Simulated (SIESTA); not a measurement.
Crystal: Cu.

```xyz
2
Lattice="1.2185 -3.9764 0.0000 1.2185 3.9764 0.0000 0.0000 0.0000 2.4755" Properties=species:S:1:pos:R:3 pbc="T T T"
Cu    1.2185   -2.9118    1.8566
Cu    1.2185    2.9118    0.6189
```

This isn't the form of Cu at room conditions, which is fcc.

- Program: SIESTA 5.4.2
- Task: single point
- Functional: PBE
- Potentials or basis: PseudoDojo 0.4 standard (PBE files)
- Basis: DZP (energy shift 0.003 Ry; two zetas on semicore shells)
- Grid cutoff: 800 Ry
- Energy shift: 0.003 Ry
- k mesh: 11 × 11 × 11
- Occupations: fermi-dirac, width 0.05 eV
- Spin: no spin polarisation

On this cell: pressure 6.5 GPa; largest force 0.053 eV/Å; band gap on the k mesh none (metal or under the smearing width).

The same run follows on a disturbed copy (atoms moved at random, drawn with an rms of 0.05 Å):

```
Cu
1.0
     1.21846   -3.97638    0.00000
     1.21846    3.97638    0.00000
     0.00000    0.00000    2.47550
Cu
2
Cartesian
  1.2239 -2.9338 1.8317
  1.2431 2.9828 0.6113
```

**Question.** What does the disturbed cell give?

**Answer.** The energy (extrapolated to zero smearing) moves by +18.1 meV/atom; pressure 6.6 GPa; largest force 0.828 eV/Å; band gap on the k mesh none (metal or under the smearing width).

Forces on the atoms (eV/Å):
```
Cu   0.009  0.826  0.060
Cu  -0.009 -0.826 -0.060
```

Stress tensor (GPa, compression positive):
```
 3.86 -0.59 -0.01
-0.59  8.30  0.15
-0.01  0.15  7.61
```

Caveats: short orbitals over semicore shells can move pressures by several GPa; the basis of atomic orbitals isn't converged, which shifts pressures, moduli and gaps.
